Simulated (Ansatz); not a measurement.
## What a trial cell of Ti₃B relaxes into

Theory: Ansatz 0.2.0, DFT PBE, scalar-relativistic, plane waves, PAW. Cutoff 420 eV, Γ-centred k mesh, Gaussian smearing, no spin polarisation in the final step.

The start puts Ti₃B on the ReO3 structure type (Pm-3m, No. 221), with B in place of Re, Ti in place of O, at a guessed volume.

```
CELL_PARAMETERS angstrom
3.98414 0.00000 0.00000
0.00000 3.98414 0.00000
0.00000 0.00000 3.98414
ATOMIC_POSITIONS crystal
Ti 0.50000 0.00000 0.00000
Ti 0.00000 0.50000 0.00000
Ti 0.00000 0.00000 0.50000
B 0.00000 0.00000 0.00000
```

Cell and atoms relax at zero pressure; the relaxation can't lower the symmetry of the start. After a coarse first stage the cell is made exact in the group found at 0.06 Å.

Formation energies are uncorrected and refer to the elements' standard structures at the same level.

(1) What does it relax into?

(2) What are its volume, energy, density and gap?

Results:

(1) It keeps Pm-3m (No. 221). The result has the ReO3 structure. Conventional cell: a = 4.301 Å. Around Ti lie 2 B at 2.15 Å; B is coordinated by 6 Ti at 2.15 Å.

```
Ti B
1.0
     4.30097    0.00000    0.00000
     0.00000    4.30097    0.00000
     0.00000    0.00000    4.30097
Ti B
3 1
Direct
  0.50000 0.00000 0.00000
  0.00000 0.50000 0.00000
  0.00000 0.00000 0.50000
  0.00000 0.00000 0.00000
```

(2) The volume per atom is 19.89 Å³, the density is 3.22 g/cm³ and the energy over the elements is 0.61 eV/atom. The gap on the 12×12×12 mesh is 0 eV (a metal).

The final run used a 12×12×12 mesh on its 4-atom cell and 0.10 eV smearing. The k mesh leaves about 4 meV/atom of noise in metals. Symmetry constrained the relaxation, so the result can be a saddle point.

Cost: 3 runs of about 0.43 core-minutes in all, on Intel Xeon 6975P-C (Granite Rapids) (shared hosts).